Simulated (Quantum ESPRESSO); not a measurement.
A run of Quantum ESPRESSO 7.5:

File pw.in:

```
&CONTROL
  calculation = 'scf'
  prefix = 'pwscf'
  outdir = './tmp'
  pseudo_dir = './pseudo'
  tprnfor = .true.
  tstress = .true.
  disk_io = 'low'
/
&SYSTEM
  ibrav = 0
  nat = 1
  ntyp = 1
  ecutwfc = 68
  nbnd = 30
  occupations = 'smearing'
  smearing = 'fd'
  degauss = 0.00367493
  noncolin = .true.
  lspinorb = .true.
/
&ELECTRONS
  conv_thr = 2d-10
  electron_maxstep = 120
  mixing_beta = 0.5
/
ATOMIC_SPECIES
Ir   192.2170 Ir.upf
CELL_PARAMETERS angstrom
   0.0000000000    1.9156000000    1.9156000000
   1.9156000000    0.0000000000    1.9156000000
   1.9156000000    1.9156000000    0.0000000000
ATOMIC_POSITIONS crystal
Ir     0.0000000000    0.0000000000    0.0000000000
K_POINTS automatic
12 12 12 0 0 0
```

bands.in

```
&CONTROL
  calculation = 'bands'
  prefix = 'pwscf'
  outdir = './tmp'
  pseudo_dir = './pseudo'
  disk_io = 'low'
  verbosity = 'high'
/
&SYSTEM
  ibrav = 0
  nat = 1
  ntyp = 1
  ecutwfc = 68
  nbnd = 30
  occupations = 'smearing'
  smearing = 'fd'
  degauss = 0.00367493
  noncolin = .true.
  lspinorb = .true.
/
&ELECTRONS
  conv_thr = 1d-08
  electron_maxstep = 120
  mixing_beta = 0.5
  diago_full_acc = .true.
/
ATOMIC_SPECIES
Ir   192.2170 Ir.upf
CELL_PARAMETERS angstrom
   0.0000000000    1.9156000000    1.9156000000
   1.9156000000    0.0000000000    1.9156000000
   1.9156000000    1.9156000000    0.0000000000
ATOMIC_POSITIONS crystal
Ir     0.0000000000    0.0000000000    0.0000000000
K_POINTS crystal
60
 0.0000000000  0.0000000000  0.0000000000 1
 0.0625000000  0.0000000000  0.0625000000 1
 0.1250000000  0.0000000000  0.1250000000 1
 0.1875000000  0.0000000000  0.1875000000 1
 0.2500000000  0.0000000000  0.2500000000 1
 0.3125000000  0.0000000000  0.3125000000 1
 0.3750000000  0.0000000000  0.3750000000 1
 0.4375000000  0.0000000000  0.4375000000 1
 0.5000000000  0.0000000000  0.5000000000 1
 0.5000000000  0.0625000000  0.5625000000 1
 0.5000000000  0.1250000000  0.6250000000 1
 0.5000000000  0.1875000000  0.6875000000 1
 0.5000000000  0.2500000000  0.7500000000 1
 0.4375000000  0.3125000000  0.7500000000 1
 0.3750000000  0.3750000000  0.7500000000 1
 0.3375000000  0.3375000000  0.6750000000 1
 0.3000000000  0.3000000000  0.6000000000 1
 0.2625000000  0.2625000000  0.5250000000 1
 0.2250000000  0.2250000000  0.4500000000 1
 0.1875000000  0.1875000000  0.3750000000 1
 0.1500000000  0.1500000000  0.3000000000 1
 0.1125000000  0.1125000000  0.2250000000 1
 0.0750000000  0.0750000000  0.1500000000 1
 0.0375000000  0.0375000000  0.0750000000 1
 0.0000000000  0.0000000000  0.0000000000 1
 0.0625000000  0.0625000000  0.0625000000 1
 0.1250000000  0.1250000000  0.1250000000 1
 0.1875000000  0.1875000000  0.1875000000 1
 0.2500000000  0.2500000000  0.2500000000 1
 0.3125000000  0.3125000000  0.3125000000 1
 0.3750000000  0.3750000000  0.3750000000 1
 0.4375000000  0.4375000000  0.4375000000 1
 0.5000000000  0.5000000000  0.5000000000 1
 0.5250000000  0.4500000000  0.5250000000 1
 0.5500000000  0.4000000000  0.5500000000 1
 0.5750000000  0.3500000000  0.5750000000 1
 0.6000000000  0.3000000000  0.6000000000 1
 0.6250000000  0.2500000000  0.6250000000 1
 0.5833333333  0.2500000000  0.6666666667 1
 0.5416666667  0.2500000000  0.7083333333 1
 0.5000000000  0.2500000000  0.7500000000 1
 0.5000000000  0.2857142857  0.7142857143 1
 0.5000000000  0.3214285714  0.6785714286 1
 0.5000000000  0.3571428571  0.6428571429 1
 0.5000000000  0.3928571429  0.6071428571 1
 0.5000000000  0.4285714286  0.5714285714 1
 0.5000000000  0.4642857143  0.5357142857 1
 0.5000000000  0.5000000000  0.5000000000 1
 0.4821428571  0.4821428571  0.5357142857 1
 0.4642857143  0.4642857143  0.5714285714 1
 0.4464285714  0.4464285714  0.6071428571 1
 0.4285714286  0.4285714286  0.6428571429 1
 0.4107142857  0.4107142857  0.6785714286 1
 0.3928571429  0.3928571429  0.7142857143 1
 0.3750000000  0.3750000000  0.7500000000 1
 0.6250000000  0.2500000000  0.6250000000 1
 0.5937500000  0.1875000000  0.5937500000 1
 0.5625000000  0.1250000000  0.5625000000 1
 0.5312500000  0.0625000000  0.5312500000 1
 0.5000000000  0.0000000000  0.5000000000 1
```

Potentials or basis: PseudoDojo 0.4 FR PBE standard.

Launch:

```bash
$ OMP_NUM_THREADS=1 pw.x -in pw.in > pw.out
$ OMP_NUM_THREADS=1 pw.x -in bands.in > bands.out
```

Hardware: 1 thread of Arm Neoverse V1, on a shared host.

How long does it take, and how much memory?

It took 120 s on 1 thread of Arm Neoverse V1 (shared host), peak memory 0.1 GiB. Counts: scf iterations 8, k pools 1, bands 30, k points 72, g dense 7239.
